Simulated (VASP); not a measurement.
# Be (P6_3/mmc) in VASP: a series of runs

One crystal, Be, is run at these levels: LDA; tasks: single point.

All numbers are computed with VASP 6.6.1; they aren't measurements. Logs are shortened: lines on timing, memory, paths and dates and some standing lists are left out, and cuts for length are marked.

## 1. The crystal as given

Symmetry: P6_3/mmc, No. 194, hexagonal system. Conventional cell: a = 2.285 Å, b = 2.285 Å, c = 3.584 Å, α = 90.00°, β = 90.00°, γ = 120.00°. Be (site symmetry -6m2) has 12 Be at 2.23 to 2.29 Å as nearest neighbours.

## 2. Single point, LDA

Input file INCAR:

```
  ADDGRID = F
  ALGO = Normal
  EDIFF = 0.01
  ENCUT = 460
  GGA = CA
  ISIF = 2
  ISMEAR = 1
  LASPH = T
  LCHARG = F
  LREAL = F
  LWAVE = F
  NELM = 100
  PREC = Accurate
  SIGMA = 0.2
```

Input file KPOINTS:

```
k-points
0
Gamma
  6 6 4
```

Input file POSCAR:

```
Be
1.0
    2.2853000000      0.0000000000      0.0000000000
   -1.1426500000      1.9791278553      0.0000000000
    0.0000000000      0.0000000000      3.5842000000
Be
2
Direct
    0.6666666667      0.3333333333      0.7500000000
    0.3333333333      0.6666666667      0.2500000000
```

Potentials or basis: VASP PAW LDA potentials, release 64 (Be).

On the command line:

```sh
cat potpaw_LDA.64/Be/POTCAR > POTCAR
mpirun -np 1 vasp_std > vasp.out
```

OUTCAR:

```text
EDIFF = 0.01
   ENCUT = 460
   GGA = CA
   ISIF = 2
   ISMEAR = 1
   LASPH = T
   LREAL = F
   NELM = 100
   PREC = Accurate

 Found     21 irreducible k-points:

 Following reciprocal coordinates:
            Coordinates               Weight
  0.000000  0.000000  0.000000      1.000000
  0.166667  0.000000  0.000000      6.000000
  0.333333  0.000000  0.000000      6.000000
  0.500000  0.000000  0.000000      3.000000
  0.166667  0.166667  0.000000      6.000000
  0.333333  0.166667  0.000000     12.000000
   k-points           NKPTS =     21   k-points in BZ     NKDIM =     21   number of bands    NBANDS=      6
   number of dos      NEDOS =    301   number of ions     NIONS =      2
   total plane-waves  NPLWV =   7168
   dimension x,y,z NGX =    16 NGY =   16 NGZ =   28
   dimension x,y,z NGXF=    32 NGYF=   32 NGZF=   56
   ions per type =               2
   NGX,Y,Z   is equivalent  to a cutoff of  11.64, 11.64, 12.99 a.u.
   NGXF,Y,Z  is equivalent  to a cutoff of  23.28, 23.28, 25.97 a.u.
 SYSTEM =  unknown system
   PREC   = accura    normal or accurate (medium, high low for compatibility)
   ISTART =      0    job   : 0-new  1-cont  2-samecut
   ICHARG =      2    charge: 1-file 2-atom 10-const
   ISPIN  =      1    spin polarized calculation?
   LNONCOLLINEAR =      F non collinear calculations
   LSORBIT =      F    spin-orbit coupling
   LASPH  =      T    aspherical Exc in radial PAW
   ENCUT  =  460.0 eV  33.81 Ry    5.81 a.u.   4.00  4.00  6.27*2*pi/ulx,y,z
   NELM   =    100;   NELMIN=  2; NELMDL= -5     # of ELM steps
   EDIFF  = 0.1E-01   stopping-criterion for ELM
   LREAL  =      F    real-space projection
   EDIFFG = 0.1E+00   stopping-criterion for IOM
   NSW    =      0    number of steps for IOM
   IBRION =     -1    ionic relax: 0-MD 1-quasi-New 2-CG
[... 26 lines left out ...]
 non-spin polarized calculation
 Methfessel and Paxton  Order N= 1 SIGMA  =   0.20
  energy-cutoff  :      460.00
  volume of cell :       16.21
 maximum number of plane-waves:       373
 NGX is ok and might be reduce to    16
   NGX =  7   NGY =  7   NGZ = 13

 number of electron       4.0000000 magnetization

 Free energy of the ion-electron system (eV)
  ---------------------------------------------------
  ext. energy  EPLUGINS =         0.00000000
  ---------------------------------------------------
  free energy    TOTEN  =        -8.33338859 eV

  energy without entropy =       -8.33542214  energy(sigma->0) =       -8.33406644

 E-fermi :   5.9230     XC(G=0): -10.5389

 val. band max:        5.7578419755   @ k =   0.3333   0.1667   0.0000
 cond. band min:       6.2938548992   @ k =   0.3333   0.0000   0.0000
 fundamental gap:      0.5360129238
 Fermi energy:         5.9229994799

 k-point     1 :       0.0000    0.0000    0.0000
  band No.  band energies     occupation
      1      -4.4939      2.00000
      2       2.2595      2.00000
      3       7.7852     -0.00000
      4      21.9230      0.00000
      5      21.9230      0.00000
      6      24.7259      0.00000

 k-point     2 :       0.1667    0.0000    0.0000
  band No.  band energies     occupation
      1      -3.7166      2.00000
      2       3.2803      2.00000
      3       7.9520     -0.00000
      4      17.4653      0.00000
      5      19.2093      0.00000
      6      24.3952      0.00000

 k-point     3 :       0.3333    0.0000    0.0000
  band No.  band energies     occupation
      1      -1.3911      2.00000
      2       6.2939     -0.02487
      3       7.0430     -0.00000
      4      12.7971      0.00000
      5      16.5468      0.00000
      6      18.4943      0.00000

 k-point     4 :       0.5000    0.0000    0.0000
  band No.  band energies     occupation
      1       1.6724      2.00000
      2       3.5055      2.00000
      3      10.0970      0.00000
      4      13.0032      0.00000
      5      13.2071      0.00000
      6      15.6062      0.00000

 k-point     5 :       0.1667    0.1667    0.0000
  band No.  band energies     occupation
      1      -2.1554      2.00000
      2       5.3023      2.00010
      3       8.0778     -0.00000
      4      13.2513      0.00000
      5      15.5408      0.00000
      6      21.3653      0.00000

 k-point     6 :       0.3333    0.1667    0.0000
  band No.  band energies     occupation
      1       0.9300      2.00000
      2       5.7578      1.99271
      3       9.1715     -0.00000
      4      10.3674      0.00000
      5      13.5256      0.00000
      6      15.5425      0.00000

 [... further k-points ...]
[... 5 lines left out ...]
  --------------------------------------------------------------------------------------
  -------------------------------------------------------------------------------------
  Total       -0.3695858     -0.3695858     -1.5449045      0.0000000      0.0000000      0.0000000
  in kB      -36.5272162    -36.5272162   -152.6873004      0.0000000      0.0000000      0.0000000
  external PRESSURE =     -75.2472443 kB  Pullay stress =       0.0000000 kB

 VOLUME and BASIS-vectors are now :
 -----------------------------------------------------------------------------
  energy-cutoff  :      460.00
  volume of cell :       16.21
      direct lattice vectors                 reciprocal lattice vectors
     2.285300000  0.000000000  0.000000000     0.437579311  0.252636533  0.000000000
    -1.142650000  1.979127855  0.000000000     0.000000000  0.505273066  0.000000000
     0.000000000  0.000000000  3.584200000     0.000000000  0.000000000  0.279002288

 POSITION                                       TOTAL-FORCE (eV/Angst)
 -----------------------------------------------------------------------------------
      1.14265      0.65971      2.68815        -0.000000      0.000000      0.000000
     -0.00000      1.31942      0.89605         0.000000      0.000000      0.000000
 -----------------------------------------------------------------------------------
    total drift:                                0.000000     -0.000000      0.000000

  FREE ENERGIE OF THE ION-ELECTRON SYSTEM (eV)
  ---------------------------------------------------
  free  energy   TOTEN  =        -8.3333885872 eV

  energy  without entropy=       -8.3354221350  energy(sigma->0) =       -8.33406644
```

It took 0.8 s on 1 thread of AMD EPYC 9R45 (Zen 5), shared host; peak memory 0.07 GiB.

These settings aren't checked as converged: the numbers below hold their error.

What came out:

| Item | Value |
| --- | --- |
| Free energy | -8.3334 eV |
| Pressure | -7.5 GPa |
| Band gap on the k mesh | none (metal or under the smearing width) |

Caveat: the k mesh is coarse (spacing up to 0.53 Å⁻¹), so the values aren't converged.

## 3. Single point, LDA

INCAR is that of step 2.

KPOINTS is that of step 2.

Input file POSCAR:

```
Be
1.0
    2.2853000000      0.0000000000      0.0000000000
   -1.1426500000      1.9791278553      0.0000000000
    0.0000000000      0.0000000000      3.5842000000
Be
2
Direct
    0.6556040000      0.3139550000      0.7387090000
    0.3030700000      0.6820070000      0.2728280000
```

Potentials or basis: VASP PAW LDA potentials, release 64 (Be).

On the command line:

```sh
cat potpaw_LDA.64/Be/POTCAR > POTCAR
mpirun -np 1 vasp_std > vasp.out
```

OUTCAR:

```text
EDIFF = 0.01
   ENCUT = 460
   GGA = CA
   ISIF = 2
   ISMEAR = 1
   LASPH = T
   LREAL = F
   NELM = 100
   PREC = Accurate

 Found     76 irreducible k-points:

 Following reciprocal coordinates:
            Coordinates               Weight
  0.000000  0.000000  0.000000      1.000000
  0.166667  0.000000  0.000000      2.000000
  0.000000  0.166667  0.000000      2.000000
 -0.166667  0.166667  0.000000      2.000000
  0.333333  0.000000  0.000000      2.000000
  0.000000  0.333333  0.000000      2.000000
   k-points           NKPTS =     76   k-points in BZ     NKDIM =     76   number of bands    NBANDS=      6
   number of dos      NEDOS =    301   number of ions     NIONS =      2
   total plane-waves  NPLWV =   7168
   dimension x,y,z NGX =    16 NGY =   16 NGZ =   28
   dimension x,y,z NGXF=    32 NGYF=   32 NGZF=   56
   ions per type =               2
   NGX,Y,Z   is equivalent  to a cutoff of  11.64, 11.64, 12.99 a.u.
   NGXF,Y,Z  is equivalent  to a cutoff of  23.28, 23.28, 25.97 a.u.
 SYSTEM =  unknown system
   PREC   = accura    normal or accurate (medium, high low for compatibility)
   ISTART =      0    job   : 0-new  1-cont  2-samecut
   ICHARG =      2    charge: 1-file 2-atom 10-const
   ISPIN  =      1    spin polarized calculation?
   LNONCOLLINEAR =      F non collinear calculations
   LSORBIT =      F    spin-orbit coupling
   LASPH  =      T    aspherical Exc in radial PAW
[... 59 lines left out ...]
  band No.  band energies     occupation
      1      -4.5054      2.00000
      2       2.2962      2.00000
      3       7.6993     -0.00000
      4      21.5240      0.00000
      5      22.2677      0.00000
      6      24.1541      0.00000
[... 37 lines left out ...]
 k-point     6 :       0.0000    0.3333    0.0000
  band No.  band energies     occupation
      1      -1.4116      2.00000
      2       6.3491     -0.06245
      3       6.8629     -0.00000
      4      13.0063      0.00000
      5      16.5420      0.00000
      6      18.3736      0.00000

 [... further k-points ...]

------------------------ aborting loop because EDIFF is reached ----------------------------------------

  FORCE on cell =-STRESS in cart. coord.  units (eV):
  Direction    XX          YY          ZZ          XY          YZ          ZX
  --------------------------------------------------------------------------------------
  -------------------------------------------------------------------------------------
  Total       -0.4314660     -0.2128866     -1.1928959      0.1344671      0.1084718     -0.1168563
  in kB      -42.6430146    -21.0401832   -117.8972874     13.2897662     10.7205781    -11.5492364
  external PRESSURE =     -60.5268284 kB  Pullay stress =       0.0000000 kB

 VOLUME and BASIS-vectors are now :
 -----------------------------------------------------------------------------
  energy-cutoff  :      460.00
  volume of cell :       16.21
      direct lattice vectors                 reciprocal lattice vectors
     2.285300000  0.000000000  0.000000000     0.437579311  0.252636533  0.000000000
    -1.142650000  1.979127855  0.000000000     0.000000000  0.505273066  0.000000000
     0.000000000  0.000000000  3.584200000     0.000000000  0.000000000  0.279002288

 POSITION                                       TOTAL-FORCE (eV/Angst)
 -----------------------------------------------------------------------------------
      1.13951      0.62136      2.64768        -0.275165      0.254910      0.860623
     -0.08669      1.34978      0.97787         0.275165     -0.254910     -0.860623
 -----------------------------------------------------------------------------------
    total drift:                                0.000000      0.000000      0.000000

  FREE ENERGIE OF THE ION-ELECTRON SYSTEM (eV)
  ---------------------------------------------------
  free  energy   TOTEN  =        -8.2615166642 eV

  energy  without entropy=       -8.2631010394  energy(sigma->0) =       -8.26204479
```

OSZICAR:

```text
N       E                     dE             d eps       ncg     rms          rms(c)
DAV:   1    -0.440534871514E+01   -0.44053E+01   -0.16030E+03   936   0.485E+02
DAV:   2    -0.833020746783E+01   -0.39249E+01   -0.37204E+01  1314   0.448E+01
DAV:   3    -0.835457806567E+01   -0.24371E-01   -0.24346E-01  1170   0.381E+00
DAV:   4    -0.835458873487E+01   -0.10669E-04   -0.10669E-04  1188   0.709E-02
DAV:   5    -0.835458876177E+01   -0.26893E-07   -0.26590E-07   750   0.231E-03    0.142E+00
DAV:   6    -0.828198976540E+01    0.72599E-01   -0.10573E-01  1104   0.147E+00    0.783E-01
DAV:   7    -0.826296650709E+01    0.19023E-01   -0.38173E-02  1134   0.975E-01    0.253E-01
DAV:   8    -0.826151666423E+01    0.14498E-02   -0.12879E-03   456   0.308E-01
   1 F= -.82615167E+01 E0= -.82620448E+01  d E =0.158438E-02
```

Run time: 1.7 s. Hardware: 1 thread of AMD EPYC 9R45 (Zen 5), shared host; peak memory 0.08 GiB.

These settings aren't checked as converged: the numbers below hold their error.

What came out:

| Item | Value |
| --- | --- |
| Free energy | -8.2615 eV |
| Pressure | -6.1 GPa |
| Largest force | 0.939 eV/Å |
| Band gap on the k mesh | none (metal or under the smearing width) |

Caveat: the k mesh is coarse (spacing up to 0.53 Å⁻¹), so the values aren't converged.

(Part 1 of 2 ends here.)
